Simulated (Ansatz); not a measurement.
# A thicker film of SiC (10-10) from two thinner ones

In a field along its normal an insulating film takes a dipole p. Written as a length, p/(ε₀AE), it should grow by 1 − 1/ε for each ångström added.

How it was computed: Ansatz 0.2.0, plane waves with PAW datasets (its set soft_2), r2SCAN; wurtzite films relaxed at a bulk in-plane lattice constant near the measured one, then held in weak fields of both signs with a dipole correction (A is the cell's area, E the outer field).

```tsv
run	distance between the outer atoms (Å)	p/(ε₀AE) (Å)
3 units	6.017	7.713
4 units	8.681	9.962
6 units	14.009	?
```

**Question.** What value belongs in the row marked “?”, and how far can the other rows tell?

Two rows fix a line: slope = (9.962 − 7.713) / (8.681 − 6.017) = 0.8442, intercept 2.6335. That slope means ε = 1/(1 − 0.8442) = 6.42. At 14.009 it gives 0.8442 × 14.009 + 2.6335 = 14.460 Å, beyond the rows fitted. Rounding of the rows alone allows about ±0.005 Å there; two rows can't show whether the line holds.

The run itself gives 14.449 Å: a miss of −0.011 Å, or 0.1 % of the value. The length is met to within 1 %, though ε is more sensitive than the length: the two thickest films give ε = 6.34.

**Limits.** This is the electronic response alone. A unit is one step of the cut along the normal (a plane, a pair of planes or a cell), and the layers relax along it, away from their bulk spacing where the functional's lattice constant differs from the one held.

[Logs are printed without paths, hosts, clocks, repeated set-up lines and the standing remarks that a program may print on its own settings, such as how far it seeks lower states.]
